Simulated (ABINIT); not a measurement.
The system is AlN.

```xyz
4
Lattice="3.3121 0.0000 0.0000 -1.6561 2.8684 0.0000 0.0000 0.0000 4.1876" Properties=species:S:1:pos:R:3 pbc="T T T"
Al    1.6561    0.9561    1.0469
Al    0.0000    1.9123    3.1407
N     1.6561    0.9561    3.1407
N     0.0000    1.9123    1.0469
```

Measurements of this composition are mostly on another form, of space group No. 186.

Base run:

```yaml
Program: ABINIT 10.8.3 (patched build)
Functional: LDA
Potentials_or_basis: JTH PAW LDA v2.0
Cutoff: 707 eV
k_mesh: 9 × 9 × 7
Occupations: fermi-dirac, width 0.05 eV
Spin: no spin polarisation
```

Its results: band gap on the k mesh 3.27 eV, direct.

The run is repeated on the same cell with these changes: functional from LDA to TB-mBJ; cutoff from 707 eV to 844 eV; fine-grid cutoff from 1306.15 eV to 1442.2 eV. What comes out?

Band gap on the k mesh 4.55 eV, direct.

Caveats: the constant c of TB-mBJ comes from the pseudo density here, which moves gaps by up to 0.3 eV between sets of potentials (some runs).
